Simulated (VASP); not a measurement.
Here is a VASP 6.6.1 calculation.

The input INCAR:

```
SYSTEM = SnTe
ALGO     = Normal         ! electronic algorithm
EDIFF    = 1E-6           ! SCF threshold, eV
ENCUT    = 520            ! plane-wave cutoff, eV
GGA      = CA             ! functional
ISIF     = 2              ! what is computed and relaxed
ISMEAR   = -1             ! smearing method
LASPH    = .True.         ! aspherical terms in the spheres
LCHARG   = .False.        ! write CHGCAR
LREAL    = .False.        ! projectors in reciprocal space
LWAVE    = .False.        ! write WAVECAR
NBANDS   = 17             ! bands
NELM     = 80             ! most SCF steps
PREC     = Accurate       ! precision mode
SIGMA    = 0.1            ! smearing width, eV
```

KPOINTS

```
k-points
0
Gamma
  6 6 6
  0 0 0
```

Contents of POSCAR:

```
SnTe
1.0
    0.0000000000      3.1508500000      3.1508500000
    3.1508500000      0.0000000000      3.1508500000
    3.1508500000      3.1508500000      0.0000000000
Sn Te
1 1
Direct
    0.0000000000      0.0000000000      0.0000000000
    0.5000000000      0.5000000000      0.5000000000
```

Potentials or basis: VASP PAW LDA potentials, release 64 (Sn_d, Te).

Command:

```sh
$ cat potpaw_LDA.64/Sn_d/POTCAR potpaw_LDA.64/Te/POTCAR > POTCAR
$ mpirun -np 1 vasp_std > vasp.out
```

Question: What does it give for the pressure?

Answer: -1.5 GPa.

Question: Estimate the band gap on the k mesh.

Answer: 0.12 eV, direct.

Caveat: spin-orbit coupling is left out, which moves the levels of the heavy elements.

**Experimental background.**

A printed reference work, textbook reports, for a bulk crystal of SnTe at 300 K: band gap 0.18 eV (direct).

Against the measured gap of SnTe, 0.18 eV (direct; 300 K; a printed reference work, textbook), the calculated 0.12 eV is off by -0.06 eV. Spin-orbit coupling on Sn, Te is left out. The value is that of LDA on a finite k mesh, which can miss the band edges, without temperature or zero-point motion. Semilocal functionals fall short of measured gaps as a rule.
